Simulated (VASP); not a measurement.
Here is a VASP 6.6.1 calculation.

Contents of INCAR:

```
SYSTEM = SiC
PREC = Accurate
ENCUT = 600
EDIFF = 1E-6
ISMEAR = 0
SIGMA = 0.02
LREAL = .False.
LASPH = .True.
NELM = 60
ALGO = Normal
ISIF = 3
LWAVE = .False.
LCHARG = .False.
GGA = PE
IBRION = 2
NSW = 60
EDIFFG = -0.01
LATTICE_CONSTRAINTS = .FALSE. .FALSE. .TRUE.
KPAR = 8
```

KPOINTS

```
regular mesh
0
Gamma
  8 5 5
  0 0 0
```

POSCAR

```
SiC
1.0
    3.0865822896      0.0000000000      0.0000000000
    0.0000000000      5.0002633091      0.0000000000
    0.0000000000      0.0000000000      5.3461173473
Si C
4 4
Direct
    0.0000000000      0.0000000000      0.3333333333
    0.5000000000      0.0000000000      0.8333333333
    0.5000000000      0.5000000000      0.1666666667
    0.0000000000      0.5000000000      0.6666666667
    0.0000000000      0.6220000000      0.3333333333
    0.5000000000      0.6220000000      0.8333333333
    0.5000000000      0.1220000000      0.1666666667
    0.0000000000      0.1220000000      0.6666666667
```

Potentials or basis: VASP PAW PBE potentials, release 64 (Si, C).

Launch:

```console
$ cat potpaw_PBE.64/Si/POTCAR potpaw_PBE.64/C/POTCAR > POTCAR
$ mpirun -np 8 vasp_std > vasp.out
```

(1) Predict the space group after relaxing (to 0.05 Å).

(2) Predict the band gap on the k mesh.

(3) What does it give for the relaxed cell?

(4) Predict the relaxed volume.

Answers

(1) P6_3mc (No. 186).

(2) 2.42 eV.

(3) a = 3.087 Å, b = 5.000 Å, c = 5.364 Å, α = 90.00°, β = 90.00°, γ = 90.00°.

(4) 10.35 Å³/atom.

Caveat: an odd mesh through Γ misses points on the zone boundary, where band edges often lie.
